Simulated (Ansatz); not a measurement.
**SiC with basis.ecutwfc, scf.max_iter changed**

Level of theory: PBEsol, no spin polarisation, scalar-relativistic; Ansatz, plane waves to 420 eV (PAW set soft_2), k-mesh 2×2×2 shifted by half a step. These are the settings of the reference run.

Cell:

```
cell
1.0
    -4.3568    4.3568   -4.3568
     4.3568    4.3568    4.3568
     4.3568   -4.3568   -4.3568
Si C
16 16
Direct
  0.2500 0.2500 0.7500
  0.0000 0.5000 0.7500
  0.5000 0.2500 0.5000
  0.7500 0.7500 0.7500
  0.2500 0.5000 0.5000
  0.5000 0.0000 0.7500
  0.0000 0.7500 0.5000
  0.7500 0.2500 0.2500
  0.5000 0.5000 0.2500
  0.7500 0.0000 0.5000
  0.0000 0.2500 0.0000
  0.2500 0.7500 0.2500
  0.0000 0.0000 0.2500
  0.7500 0.5000 0.0000
  0.5000 0.7500 0.0000
  0.2500 0.0000 0.0000
  0.2500 0.2500 0.5000
  0.0000 0.5000 0.5000
  0.5000 0.2500 0.2500
  0.7500 0.7500 0.5000
  0.2500 0.5000 0.2500
  0.5000 0.0000 0.5000
  0.0000 0.7500 0.2500
  0.7500 0.2500 0.0000
  0.5000 0.5000 0.0000
  0.7500 0.0000 0.2500
  0.0000 0.2500 0.7500
  0.2500 0.7500 0.0000
  0.0000 0.0000 0.0000
  0.7500 0.5000 0.7500
  0.5000 0.7500 0.7500
  0.2500 0.0000 0.7500
```

The reference run of this cell is solved again as a single point with these keys changed:

| key | reference run | changed run |
| --- | --- | --- |
| basis.ecutwfc | 420 | 400 K |
| scf.max_iter | not typed | 50 |

Task: How does the changed run end?

Result: It is refused before the calculation starts. Message: Error: inconsistent input (basis.ecutwfc, kpoints): the smallest per-k basis holds n_pw = 0 plane waves (k-point 0, counted from 0 among those solved) but the deck needs at least 65 band(s) per channel, and no run solves more bands than the smallest per-k basis has plane waves; raise basis.ecutwfc until the smallest per-k basis, which caps the automatic band count, holds at least 65 plane waves
